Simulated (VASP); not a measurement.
# Al (Fm-3m) in VASP: further runs

Runs on Al. Level: LDA. Tasks: single point.

Everything below comes from runs of VASP 6.6.1. Logs are shortened: lines on timing, memory, paths and dates and some standing lists are left out, and cuts for length are marked.

## 1. The undisturbed crystal

Symmetry: Fm-3m, No. 225, cubic system. The conventional cell has a = 4.050 Å, b = 4.050 Å, c = 4.050 Å, α = 90.00°, β = 90.00°, γ = 90.00°. Around Al (site symmetry m-3m) lie 12 Al at 2.86 Å.

## 2. Single point, LDA (grid = ENCUT=400 dk=0.35 cell=3x3x2 ISMEAR=1 SIGMA=0.1 LREAL=Auto EDIFF=1e-06)

File INCAR:

```
PREC = Accurate
ENCUT = 400
EDIFF = 1E-6
ISMEAR = 1
SIGMA = 0.1
LREAL = Auto
LASPH = T
NELM = 120
ALGO = Fast
ISIF = 2
LWAVE = F
LCHARG = F
NBANDS = 49
```

File KPOINTS:

```
Automatic mesh
0
Gamma
  3 3 4
```

File POSCAR:

```
Al17Cu
1.0
    0.0000000000      6.0744150000      6.0744150000
    6.0744150000      0.0000000000      6.0744150000
    4.0496100000      4.0496100000      0.0000000000
Cu Al
1 17
Direct
    0.0000000000      0.0000000000      0.0000000000
    0.0000000000      0.0000000000      0.5000000000
    0.0000000000      0.3333333333      0.0000000000
    0.0000000000      0.3333333333      0.5000000000
    0.0000000000      0.6666666667      0.0000000000
    0.0000000000      0.6666666667      0.5000000000
    0.3333333333      0.0000000000      0.0000000000
    0.3333333333      0.0000000000      0.5000000000
    0.3333333333      0.3333333333      0.0000000000
    0.3333333333      0.3333333333      0.5000000000
    0.3333333333      0.6666666667      0.0000000000
    0.3333333333      0.6666666667      0.5000000000
    0.6666666667      0.0000000000      0.0000000000
    0.6666666667      0.0000000000      0.5000000000
    0.6666666667      0.3333333333      0.0000000000
    0.6666666667      0.3333333333      0.5000000000
    0.6666666667      0.6666666667      0.0000000000
    0.6666666667      0.6666666667      0.5000000000
```

Potentials or basis: VASP PAW LDA potentials, release 64 (Cu, Al).

Command:

```sh
$ cat potpaw_LDA.64/Cu/POTCAR potpaw_LDA.64/Al/POTCAR > POTCAR
$ mpirun -np 1 vasp_std > vasp.out
```

OUTCAR:

```text
PREC = Accurate
   ENCUT = 400
   EDIFF = 1E-6
   ISMEAR = 1
   LREAL = Auto
   LASPH = T
   NELM = 120
   ISIF = 2

 Found     14 irreducible k-points:

 Following reciprocal coordinates:
            Coordinates               Weight
  0.000000  0.000000  0.000000      1.000000
  0.333333  0.000000  0.000000      4.000000
  0.333333  0.333333  0.000000      2.000000
 -0.333333  0.333333  0.000000      2.000000
  0.000000  0.000000  0.250000      2.000000
  0.333333  0.000000  0.250000      4.000000
   k-points           NKPTS =     14   k-points in BZ     NKDIM =     14   number of bands    NBANDS=     49
   number of dos      NEDOS =    301   number of ions     NIONS =     18
   total plane-waves  NPLWV = 125440
   dimension x,y,z NGX =    56 NGY =   56 NGZ =   40
   dimension x,y,z NGXF=   112 NGYF=  112 NGZF=   80
   ions per type =               1  17
   NGX,Y,Z   is equivalent  to a cutoff of  10.84, 10.84, 11.61 a.u.
   NGXF,Y,Z  is equivalent  to a cutoff of  21.67, 21.67, 23.22 a.u.
 SYSTEM =  unknown system
   PREC   = accura    normal or accurate (medium, high low for compatibility)
   ISTART =      0    job   : 0-new  1-cont  2-samecut
   ICHARG =      2    charge: 1-file 2-atom 10-const
   ISPIN  =      1    spin polarized calculation?
   LNONCOLLINEAR =      F non collinear calculations
   LSORBIT =      F    spin-orbit coupling
   LASPH  =      T    aspherical Exc in radial PAW
   ENCUT  =  400.0 eV  29.40 Ry    5.42 a.u.  14.01 14.01  9.34*2*pi/ulx,y,z
   NELM   =    120;   NELMIN=  2; NELMDL= -5     # of ELM steps
   EDIFF  = 0.1E-05   stopping-criterion for ELM
   LREAL  =      T    real-space projection
   EDIFFG = 0.1E-04   stopping-criterion for IOM
   NSW    =      0    number of steps for IOM
[... 5 lines left out ...]
   TEBEG  =    0.0;   TEEND  =   0.0 temperature during run
   PSTRESS=    0.0 pullay stress
   NELECT =      62.0000    total number of electrons
   NUPDOWN=      -1.0000    fix difference up-down
   EMIN   =  10.00;   EMAX   =-10.00  energy-range for DOS
   EFERMI =   0.00;   METHOD = LEGACY
   ISMEAR =     1;   SIGMA  =   0.10  broadening in eV -4-tet -1-fermi 0-gaus
   EFERMI_NEDOS =   21; number of points for ismear=-14 and -15
   IALGO  =     68    algorithm
   IMIX   =      4    mixing-type and parameters
     AMIX     =   0.40;   BMIX     =  1.00
     AMIX_MAG =   1.60;   BMIX_MAG =  1.00
  volume/ion in A,a.u.               =      16.60       112.04
  Fermi-wavevector in a.u.,A,eV,Ry     =   0.969143  1.831415 12.779120  0.939239
  Thomas-Fermi vector in A             =   2.099171
   LORBIT       =      0    0 simple, 1 ext, 2 COOP (PROOUT), +10 PAW based schemes
   GGA     = CA    functional components
   LHFCALC =     F    Hartree Fock is set to
   AEXX    =    0.0000 exact exchange contribution
   IVDW    =     0    specifies the selected vdW correction
   LEPSILON=     F    determine dielectric tensor
   LRPA    =     F    only Hartree local field effects (RPA)
 non-spin polarized calculation
 RMM-DIIS sequential band-by-band and
 Methfessel and Paxton  Order N= 1 SIGMA  =   0.10
  energy-cutoff  :      400.00
  volume of cell :      298.85
 maximum number of plane-waves:      5438
   NGX = 27   NGY = 27   NGZ = 19

 number of electron      62.0000014 magnetization

 Free energy of the ion-electron system (eV)
  ---------------------------------------------------
  ext. energy  EPLUGINS =         0.00000000
  ---------------------------------------------------
  free energy    TOTEN  =       -75.39136760 eV

  energy without entropy =      -75.38468076  energy(sigma->0) =      -75.38913865

 E-fermi :   7.5802     XC(G=0): -10.3736

 val. band max:        7.5350580743   @ k =   0.3333   0.0000   0.2500
 cond. band min:       7.5909344832   @ k =   0.3333   0.0000   0.5000
 fundamental gap:      0.0558764090
 Fermi energy:         7.5801776423

 k-point     1 :       0.0000    0.0000    0.0000
  band No.  band energies     occupation
      1      -3.3742      2.00000
      2      -0.5203      2.00000
      3      -0.4647      2.00000
      4      -0.3878      2.00000
      5      -0.2634      2.00000
      6       0.5834      2.00000
[... 35 lines left out ...]
     42       9.2291     -0.00000
     43       9.3996     -0.00000

 k-point     2 :       0.3333    0.0000    0.0000
  band No.  band energies     occupation
      1      -3.0470      2.00000
      2      -2.0383      2.00000
      3      -0.7223      2.00000
      4      -0.3954      2.00000
      5       0.5739      2.00000
      6       1.2918      2.00000
[... 35 lines left out ...]
     42      10.0684      0.00000
     43      10.6450      0.00000

 k-point     3 :       0.3333    0.3333    0.0000
  band No.  band energies     occupation
      1      -2.9357      2.00000
      2      -1.6478      2.00000
      3      -1.3212      2.00000
      4      -1.1466      2.00000
      5       1.0572      2.00000
      6       1.2505      2.00000
[... 35 lines left out ...]
     42      10.3389      0.00000
     43      10.5847      0.00000

 k-point     4 :      -0.3333    0.3333    0.0000
  band No.  band energies     occupation
      1      -2.5254      2.00000
      2      -2.2341      2.00000
      3      -2.0181      2.00000
      4       0.1477      2.00000
      5       1.3563      2.00000
      6       1.3998      2.00000
[... 35 lines left out ...]
     42      10.2973      0.00000
     43      10.3008      0.00000

 k-point     5 :       0.0000    0.0000    0.2500
  band No.  band energies     occupation
      1      -2.9550      2.00000
      2      -0.7760      2.00000
      3      -0.7506      2.00000
      4      -0.4083      2.00000
      5      -0.1339      2.00000
      6       0.3787      2.00000
[... 35 lines left out ...]
     42       9.9142      0.00000
     43      10.2018      0.00000

 k-point     6 :       0.3333    0.0000    0.2500
  band No.  band energies     occupation
      1      -2.8739      2.00000
      2      -1.3319      2.00000
      3      -1.0939      2.00000
      4      -0.3697      2.00000
      5       0.2308      2.00000
      6       0.8735      2.00000
[... 35 lines left out ...]
     42      10.4667      0.00000
     43      10.5032      0.00000

 [... further k-points ...]

 [bands above 43 left out]

------------------------ aborting loop because EDIFF is reached ----------------------------------------

  FORCE on cell =-STRESS in cart. coord.  units (eV):
  Direction    XX          YY          ZZ          XY          YZ          ZX
  --------------------------------------------------------------------------------------
  -------------------------------------------------------------------------------------
  Total       -7.5008625     -7.5008625    -15.2093870      2.1559604     -0.4704950     -0.4704950
  in kB      -40.2132963    -40.2132963    -81.5399008     11.5584404     -2.5223971     -2.5223972
  external PRESSURE =     -53.9888311 kB  Pullay stress =       0.0000000 kB

 VOLUME and BASIS-vectors are now :
 -----------------------------------------------------------------------------
  energy-cutoff  :      400.00
  volume of cell :      298.85
      direct lattice vectors                 reciprocal lattice vectors
     0.000000000  6.074415000  6.074415000    -0.082312453  0.082312453  0.082312453
     6.074415000  0.000000000  6.074415000     0.082312453 -0.082312453  0.082312453
     4.049610000  4.049610000  0.000000000     0.123468680  0.123468680 -0.123468680

 POSITION                                       TOTAL-FORCE (eV/Angst)
 -----------------------------------------------------------------------------------
      0.00000      0.00000      0.00000         0.000000      0.000000     -0.000000
      2.02481      2.02481      0.00000         0.000000      0.000000     -0.000000
      2.02480      0.00000      2.02480        -0.175129      0.006810     -0.185924
      4.04961      2.02481      2.02480         0.025175      0.183899     -0.177565
      4.04961      0.00000      4.04961         0.175129     -0.006810      0.185924
      6.07442      2.02481      4.04961        -0.025175     -0.183899      0.177565
[... 10 lines left out ...]
      4.04961      4.04961      8.09922         0.013486      0.013486      0.061590
      6.07442      6.07442      8.09922         0.008387      0.008387      0.005149
 -----------------------------------------------------------------------------------
    total drift:                               -0.000000     -0.000000      0.000000

  FREE ENERGIE OF THE ION-ELECTRON SYSTEM (eV)
  ---------------------------------------------------
  free  energy   TOTEN  =       -75.3913675976 eV

  energy  without entropy=      -75.3846807627  energy(sigma->0) =      -75.38913865
```

Run time: 2.2 min. Hardware: 1 thread of Intel Xeon 6975P-C (Granite Rapids), shared host; peak memory 0.3 GiB.

The run converged, but some of its settings lie outside the range that counts as converged, so its numbers aren't taken as properties of the crystal.

Results:

- Free energy: -75.3914 eV
- Pressure: -5.4 GPa
- Largest force: 0.339 eV/Å
- Band gap on the k mesh: none (metal or under the smearing width)

## 3. Single point, LDA (grid = ENCUT=350 dk=0.27 cell=3x3x2 ISMEAR=1 SIGMA=0.1 LREAL=Auto EDIFF=1e-06)

INCAR, as its differences from that of step 2:

```diff
@@ -1,3 +1,3 @@
 PREC = Accurate
-ENCUT = 400
+ENCUT = 350
 EDIFF = 1E-6
```

File KPOINTS:

```
Automatic mesh
0
Gamma
  4 4 5
```

POSCAR is that of step 2.

Potentials or basis: VASP PAW LDA potentials, release 64 (Cu, Al).

Command:

```sh
$ cat potpaw_LDA.64/Cu/POTCAR potpaw_LDA.64/Al/POTCAR > POTCAR
$ mpirun -np 1 vasp_std > vasp.out
```

OUTCAR:

```text
PREC = Accurate
   ENCUT = 350
   EDIFF = 1E-6
   ISMEAR = 1
   LREAL = Auto
   LASPH = T
   NELM = 120
   ISIF = 2

 Found     27 irreducible k-points:

 Following reciprocal coordinates:
            Coordinates               Weight
  0.000000  0.000000  0.000000      1.000000
  0.250000  0.000000  0.000000      4.000000
  0.500000  0.000000  0.000000      2.000000
  0.250000  0.250000  0.000000      2.000000
  0.500000  0.250000  0.000000      4.000000
 -0.250000  0.250000  0.000000      2.000000
   k-points           NKPTS =     27   k-points in BZ     NKDIM =     27   number of bands    NBANDS=     49
   number of dos      NEDOS =    301   number of ions     NIONS =     18
   total plane-waves  NPLWV = 104976
   dimension x,y,z NGX =    54 NGY =   54 NGZ =   36
   dimension x,y,z NGXF=   108 NGYF=  108 NGZF=   72
   ions per type =               1  17
   NGX,Y,Z   is equivalent  to a cutoff of  10.45, 10.45, 10.45 a.u.
   NGXF,Y,Z  is equivalent  to a cutoff of  20.90, 20.90, 20.90 a.u.
 SYSTEM =  unknown system
   PREC   = accura    normal or accurate (medium, high low for compatibility)
   ISTART =      0    job   : 0-new  1-cont  2-samecut
   ICHARG =      2    charge: 1-file 2-atom 10-const
   ISPIN  =      1    spin polarized calculation?
   LNONCOLLINEAR =      F non collinear calculations
   LSORBIT =      F    spin-orbit coupling
   LASPH  =      T    aspherical Exc in radial PAW
   ENCUT  =  350.0 eV  25.72 Ry    5.07 a.u.  13.10 13.10  8.74*2*pi/ulx,y,z
   NELM   =    120;   NELMIN=  2; NELMDL= -5     # of ELM steps
   EDIFF  = 0.1E-05   stopping-criterion for ELM
   LREAL  =      T    real-space projection
   EDIFFG = 0.1E-04   stopping-criterion for IOM
   NSW    =      0    number of steps for IOM
[... 5 lines left out ...]
   TEBEG  =    0.0;   TEEND  =   0.0 temperature during run
   PSTRESS=    0.0 pullay stress
   NELECT =      62.0000    total number of electrons
   NUPDOWN=      -1.0000    fix difference up-down
   EMIN   =  10.00;   EMAX   =-10.00  energy-range for DOS
   EFERMI =   0.00;   METHOD = LEGACY
   ISMEAR =     1;   SIGMA  =   0.10  broadening in eV -4-tet -1-fermi 0-gaus
   EFERMI_NEDOS =   21; number of points for ismear=-14 and -15
   IALGO  =     68    algorithm
   IMIX   =      4    mixing-type and parameters
     AMIX     =   0.40;   BMIX     =  1.00
     AMIX_MAG =   1.60;   BMIX_MAG =  1.00
  volume/ion in A,a.u.               =      16.60       112.04
  Fermi-wavevector in a.u.,A,eV,Ry     =   0.969143  1.831415 12.779120  0.939239
  Thomas-Fermi vector in A             =   2.099171
   LORBIT       =      0    0 simple, 1 ext, 2 COOP (PROOUT), +10 PAW based schemes
   GGA     = CA    functional components
   LHFCALC =     F    Hartree Fock is set to
   AEXX    =    0.0000 exact exchange contribution
   IVDW    =     0    specifies the selected vdW correction
   LEPSILON=     F    determine dielectric tensor
   LRPA    =     F    only Hartree local field effects (RPA)
 non-spin polarized calculation
 RMM-DIIS sequential band-by-band and
 Methfessel and Paxton  Order N= 1 SIGMA  =   0.10
  energy-cutoff  :      350.00
  volume of cell :      298.85
 maximum number of plane-waves:      4470
 NGX is ok and might be reduce to    54
   NGX = 27   NGY = 27   NGZ = 17

 number of electron      61.9999975 magnetization

 Free energy of the ion-electron system (eV)
  ---------------------------------------------------
  ext. energy  EPLUGINS =         0.00000000
  ---------------------------------------------------
  free energy    TOTEN  =       -75.65574254 eV

  energy without entropy =      -75.65212989  energy(sigma->0) =      -75.65453833

 E-fermi :   7.5806     XC(G=0): -10.3730

 val. band max:        7.5761887550   @ k =   0.5000   0.0000   0.4000
 cond. band min:       7.5846117689   @ k =  -0.2500   0.2500   0.0000
 fundamental gap:      0.0084230139
 Fermi energy:         7.5805669940

 k-point     1 :       0.0000    0.0000    0.0000
  band No.  band energies     occupation
      1      -3.3733      2.00000
      2      -0.5271      2.00000
      3      -0.4663      2.00000
      4      -0.3877      2.00000
      5      -0.2497      2.00000
      6       0.5846      2.00000
[... 35 lines left out ...]
     42       9.2330     -0.00000
     43       9.3996     -0.00000

 k-point     2 :       0.2500    0.0000    0.0000
  band No.  band energies     occupation
      1      -3.1882      2.00000
      2      -1.6948      2.00000
      3      -0.6980      2.00000
      4      -0.2249      2.00000
      5       0.2848      2.00000
      6       1.1596      2.00000
[... 35 lines left out ...]
     42      10.2338      0.00000
     43      10.4911      0.00000

 k-point     3 :       0.5000    0.0000    0.0000
  band No.  band energies     occupation
      1      -2.7171      2.00000
      2      -2.5289      2.00000
      3      -0.6746      2.00000
      4      -0.5984      2.00000
      5       1.2281      2.00000
      6       1.3020      2.00000
[... 35 lines left out ...]
     42      10.0709      0.00000
     43      10.0825      0.00000

 k-point     4 :       0.2500    0.2500    0.0000
  band No.  band energies     occupation
      1      -3.1260      2.00000
      2      -1.2529      2.00000
      3      -1.1897      2.00000
      4      -0.9413      2.00000
      5       0.7476      2.00000
      6       0.8413      2.00000
[... 35 lines left out ...]
     42      10.2636      0.00000
     43      10.2693      0.00000

 k-point     5 :       0.5000    0.2500    0.0000
  band No.  band energies     occupation
      1      -2.7040      2.00000
      2      -2.1889      2.00000
      3      -1.6600      2.00000
      4      -0.2046      2.00000
      5       0.7455      2.00000
      6       1.2433      2.00000
[... 35 lines left out ...]
     42      10.9252      0.00000
     43      11.0709      0.00000

 k-point     6 :      -0.2500    0.2500    0.0000
  band No.  band energies     occupation
      1      -2.8834      2.00000
      2      -1.9647      2.00000
      3      -1.7639      2.00000
      4       0.9917      2.00000
      5       1.0454      2.00000
      6       1.0799      2.00000
[... 35 lines left out ...]
     42      10.4463      0.00000
     43      10.7005      0.00000

 [... further k-points ...]

 [bands above 43 left out]

------------------------ aborting loop because EDIFF is reached ----------------------------------------

  FORCE on cell =-STRESS in cart. coord.  units (eV):
  Direction    XX          YY          ZZ          XY          YZ          ZX
  --------------------------------------------------------------------------------------
  -------------------------------------------------------------------------------------
  Total      -10.6502353    -10.6502353     -8.9742861     -2.7262897      1.2326894      1.2326894
  in kB      -57.0975758    -57.0975758    -48.1125502    -14.6160650      6.6086403      6.6086404
  external PRESSURE =     -54.1025673 kB  Pullay stress =       0.0000000 kB

 VOLUME and BASIS-vectors are now :
 -----------------------------------------------------------------------------
  energy-cutoff  :      350.00
  volume of cell :      298.85
      direct lattice vectors                 reciprocal lattice vectors
     0.000000000  6.074415000  6.074415000    -0.082312453  0.082312453  0.082312453
     6.074415000  0.000000000  6.074415000     0.082312453 -0.082312453  0.082312453
     4.049610000  4.049610000  0.000000000     0.123468680  0.123468680 -0.123468680

 POSITION                                       TOTAL-FORCE (eV/Angst)
 -----------------------------------------------------------------------------------
      0.00000      0.00000      0.00000        -0.000000     -0.000000     -0.000000
      2.02481      2.02481      0.00000        -0.000000     -0.000000     -0.000000
      2.02480      0.00000      2.02480        -0.203103      0.012274     -0.209388
      4.04961      2.02481      2.02480        -0.000004      0.187256     -0.197673
      4.04961      0.00000      4.04961         0.203103     -0.012274      0.209388
      6.07442      2.02481      4.04961         0.000004     -0.187256      0.197673
[... 10 lines left out ...]
      4.04961      4.04961      8.09922        -0.017815     -0.017815     -0.002705
      6.07442      6.07442      8.09922         0.015750      0.015750     -0.059495
 -----------------------------------------------------------------------------------
    total drift:                               -0.000000      0.000000     -0.000000

  FREE ENERGIE OF THE ION-ELECTRON SYSTEM (eV)
  ---------------------------------------------------
  free  energy   TOTEN  =       -75.6557425433 eV

  energy  without entropy=      -75.6521298902  energy(sigma->0) =      -75.65453833
```

It took 4.2 min on 1 thread of Intel Xeon 6975P-C (Granite Rapids), shared host; peak memory 0.32 GiB.

These settings aren't checked as converged: the numbers below hold their error.

What came out:

```yaml
Free_energy: -75.6557 eV
Pressure: -5.4 GPa
Largest_force: 0.292 eV/Å
Band_gap_on_the_k_mesh: none (metal or under the smearing width)
```

Caveat: the cutoff is under 1.25 times the usual one of these potentials, so pressure, stress and relaxed cells hold a basis-set (Pulay) error.

## 4. Single point, LDA (grid = ENCUT=500 dk=0.35 cell=3x3x2 ISMEAR=1 SIGMA=0.1 LREAL=Auto EDIFF=1e-06)

INCAR, as its differences from that of step 3:

```diff
@@ -1,3 +1,3 @@
 PREC = Accurate
-ENCUT = 350
+ENCUT = 500
 EDIFF = 1E-6
```

File KPOINTS:

```
Automatic mesh
0
Gamma
  3 3 4
```

POSCAR is that of step 3.

Command:

```sh
$ cat potpaw_LDA.64/Cu/POTCAR potpaw_LDA.64/Al/POTCAR > POTCAR
$ mpirun -np 1 vasp_std > vasp.out
```

Run time: 3 min. Hardware: 1 thread of Intel Xeon 6975P-C (Granite Rapids), shared host; peak memory 0.37 GiB.

The run converged, but some of its settings lie outside the range that counts as converged, so its numbers aren't taken as properties of the crystal.

What came out:

* Free energy: -75.3898 eV
* Pressure: -5.4 GPa
* Largest force: 0.336 eV/Å
* Band gap on the k mesh: none (metal or under the smearing width)

(Part 1 of 2 ends here.)
